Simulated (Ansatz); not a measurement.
## SnO2: stable or not

It was reached by relaxing an invented guess, and it needn't be the stable form of this composition.

The calculation used DFT PBE, scalar-relativistic, plane waves, PAW in Ansatz 0.2.0. The final run on the 3-atom cell used 420 eV, a Γ-centred 18×18×18 mesh, 0.10 eV smearing and no spin polarisation.

```yaml
crystal:
  lattice:
    - [0.00000, 2.57161, 2.57161]
    - [2.57161, 0.00000, 2.57161]
    - [2.57161, 2.57161, 0.00000]
  atoms:
    - { symbol: Sn, position: [0.50000, 0.50000, 0.50000] }
    - { symbol: O, position: [0.75000, 0.75000, 0.75000] }
    - { symbol: O, position: [0.25000, 0.25000, 0.25000] }
```

The zero of energy is the elements' standard structures at the same level (O₂ as a molecule); no fitted shifts are applied. The references include grey tin.

Question: These tests were run: energy against the elements; phonons at Γ; elastic tensor. What do they show?

Answer:

| test | result |
| --- | --- |
| energy against the elements | −1.36 eV/atom |
| phonons at Γ | lowest optical mode 287 cm⁻¹ |
| elastic tensor | least eigenvalue 10 GPa |

It fails none of these tests outright. Whether a mixture of other phases lies lower isn't tested here. Phonons away from Γ weren't computed. Undecided within the accuracy: elastic tensor.

The run for the phonons used an 18×18×18 k mesh and Fermi–Dirac smearing of 0.15 eV. The run for the elastic tensor used an 18×18×18 k mesh and Fermi–Dirac smearing of 0.15 eV.
